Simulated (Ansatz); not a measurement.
# Pressure series in RuO2

The reference is RuO$_{2}$ in the rutile structure (space group P4_2/mnm, No. 136).

```
RuO2
1.0
    4.47993     0.00000     0.00000
    0.00000     4.47993     0.00000
    0.00000     0.00000     3.10691
Ru O
2 4
Cartesian
  2.23996   2.23996   1.55345
  0.00000   0.00000   0.00000
  3.60780   3.60780   1.55345
  1.36783   3.11210   0.00000
  3.11210   1.36783   0.00000
  0.87213   0.87213   1.55345
```

Cell and atoms are relaxed at each pressure.

Level of theory: Ansatz (a first-principles code) r2SCAN, no SOC.

Notes on the quantities. enthalpy: H = E + PV relative to the base's energy.

```
change                 enthalpy  volume per atom
----------------  -------------  ---------------
base                          –         10.39 Å³
pressure −2 GPa   -0.13 eV/atom         10.47 Å³
pressure −1 GPa   -0.06 eV/atom         10.43 Å³
pressure 3 GPa    +0.19 eV/atom         10.28 Å³
pressure 7 GPa    +0.45 eV/atom         10.15 Å³
pressure 15 GPa   +0.95 eV/atom                …
pressure 30 GPa   +1.86 eV/atom          9.52 Å³
pressure 50 GPa   +3.02 eV/atom          9.10 Å³
pressure 75 GPa   +4.41 eV/atom          8.68 Å³
pressure 100 GPa  +5.73 eV/atom                …
```

Some entries are withheld; estimate them.


- pressure 15 GPa, volume per atom: 9.91 Å³
- pressure 100 GPa, volume per atom: 8.34 Å³

Load acts through the strain it causes; cell and atoms are relaxed under it. No phonon test of stability was made. No other phases were tried under pressure. Starting moments died away, wholly or in part, for the base; another magnetic solution may exist. No Hubbard U is applied, and correlation can decide whether such a compound is a metal. All final runs are without spin polarisation.
